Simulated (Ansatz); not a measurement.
KF (started from an entry of an open crystallographic database), relaxed with r2SCAN, was run in Ansatz under altered settings. All numbers are computed, without spin polarisation but where a row says otherwise.

```yaml
crystal:
  lattice:
    - [0.00000, 2.65896, 2.65896]
    - [2.65896, 0.00000, 2.65896]
    - [2.65896, 2.65896, 0.00000]
  atoms:
    - { symbol: K, position: [0.00000, 0.00000, 0.00000] }
    - { symbol: F, position: [0.50000, 0.50000, 0.50000] }
```

The base run's other keys:
```yaml
kpoints:
  mp_grid: { grid: [4, 4, 4] }
hamiltonian:
  xc: hse06
scf:
  occupations: { method: fixed }
  n_extra_bands: 4
```

It takes 13 iterations with 725 plane waves at 420 eV and 8 k points, and leaves a mean stress of +0.99 GPa. The gap over this mesh is 8.263 eV.

Outcomes, with energy and stress as changes against the base:
```tsv
setting	outcome	ΔF (meV/atom)	Δ mean stress (GPa)	gap on the mesh (eV)	iterations
PBE hybrid, exx coeff 0.3, omega 0.1 1/Å	converged	–	-0.2	9.132	11
PBE hybrid, exx coeff 0.05, omega 0.3 1/Å	converged	–	+0.7	6.598	9
scf.exx.singularity: wigner_seitz	converged	0.0	0.0	8.263	13
PBE hybrid, exx coeff 0.4, omega 0.1 1/Å	converged	–	-0.6	10.118	12
hamiltonian.dispersion: d4	converged	-67	-0.6	8.263	13
```
A dash marks a value that wasn't obtained or can't be compared. Stress is positive in compression.

- PBE hybrid, exx coeff 0.3, omega 0.1 1/Å. That is 30 % exact exchange, screened with ω = 0.1 1/Å, against HSE06's 25 % screened at 0.208 1/Å. The mean stress moves by -0.2 GPa and the gap on the mesh by +0.868 eV (to 9.132). Totals of different functionals aren't comparable. The program warns that on this mesh the truncation of the exchange isn't bounded, so part of the change can be an error of the mesh.
- PBE hybrid, exx coeff 0.05, omega 0.3 1/Å. That is 5 % exact exchange, screened with ω = 0.3 1/Å, against HSE06's 25 % screened at 0.208 1/Å. The mean stress moves by +0.7 GPa and the gap on the mesh by -1.665 eV (to 6.598). Totals of different functionals aren't comparable.
- PBE hybrid, exx coeff 0.4, omega 0.1 1/Å. That is 40 % exact exchange, screened with ω = 0.1 1/Å, against HSE06's 25 % screened at 0.208 1/Å. The mean stress moves by -0.6 GPa and the gap on the mesh by +1.855 eV (to 10.118). Totals of different functionals aren't comparable. The program warns that on this mesh the truncation of the exchange isn't bounded, so part of the change can be an error of the mesh.
- hamiltonian.dispersion: d4. The free energy moves by -67 meV an atom, the mean stress by -0.6 GPa and the gap on the mesh by 0.000 eV (to 8.263). A pairwise correction adds to energy, forces and stress and leaves the bands alone.

Within 1 meV an atom, 0.1 GPa and 0.005 eV of the base stay: scf.exx.singularity: wigner_seitz.

The stress of a hybrid is loosely converged in these runs.

The meshes of the hybrids are coarse, so their gaps aren't converged to the digits shown.
